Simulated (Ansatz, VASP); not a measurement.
# Ge in VASP and in Ansatz

The input INCAR:

```
  ALGO = Normal
  EDIFF = 1E-6
  ENCUT = 520
  GGA = PE
  ISIF = 2
  ISMEAR = -1
  LASPH = True
  LCHARG = False
  LREAL = False
  LWAVE = False
  NBANDS = 21
  NELM = 60
  PREC = Accurate
  SIGMA = 0.05
```

File KPOINTS:

```
k-points
0
Gamma
  8 8 8
```

POSCAR

```
Ge
1.0
    4.0069088150      0.0000000000      0.0000000000
   -2.0034495095      3.4700858315      0.0000000000
    0.0000000000      0.0000000000      3.2586715575
Ge
2
Direct
    0.6666700000      0.3333300000      0.1408600000
    0.3333300000      0.6666700000      0.8591400000
```

Contents of input.yaml:

```yaml
crystal:
  lattice:
    - [4.006908815, 0.0, 0.0]
    - [-2.0034495095, 3.4700858315, 0.0]
    - [0.0, 0.0, 3.2586715575]
  atoms:
    - { symbol: Ge, position: [0.66667, 0.33333, 0.14086] }
    - { symbol: Ge, position: [0.33333, 0.66667, 0.85914] }
hamiltonian:
  xc: pbe
  pseudopotentials: { kind: paw }
kpoints:
  mp_grid: { grid: [8, 8, 8] }
scf:
  occupations: { method: fermi_dirac, width: 0.05 }
output:
  forces: true
  stress: true
  eigenvalues: true
```

The cell was built by a generator and needn't be a form met in nature.

Alike in both runs: task single point; functional PBE; k mesh 8 × 8 × 8; occupations fermi-dirac, width 0.05 eV; no spin polarisation.

|  | VASP | Ansatz |
| --- | --- | --- |
| version | VASP 6.6.1 | Ansatz 0.2.0 |
| potentials or method | VASP PAW PBE potentials, release 64 (Ge_d) | Ansatz PAW |
| plane-wave cutoff (eV) | 520 | 420 |
| valence electrons in the cell | 28 | 28 |

Ansatz gave:

```
gap on the k mesh at the Fermi level (eV)       : none
pressure (GPa)                                  : 1.7
largest component of the traceless stress (GPa) : 3.58
rms of the force components (eV/Å)              : 0.129
```

What did VASP give for the same quantities?

gap on the k mesh at the Fermi level (eV): none; pressure (GPa): 1.7; largest component of the traceless stress (GPa): 3.56; rms of the force components (eV/Å): 0.129.

Atom by atom the forces differ by 0.001 eV/Å (rms over components). A gap of «none» marks a metal or a gap that the smearing closes. The functional is the same, so the differences come from potentials, cutoffs and numerics.
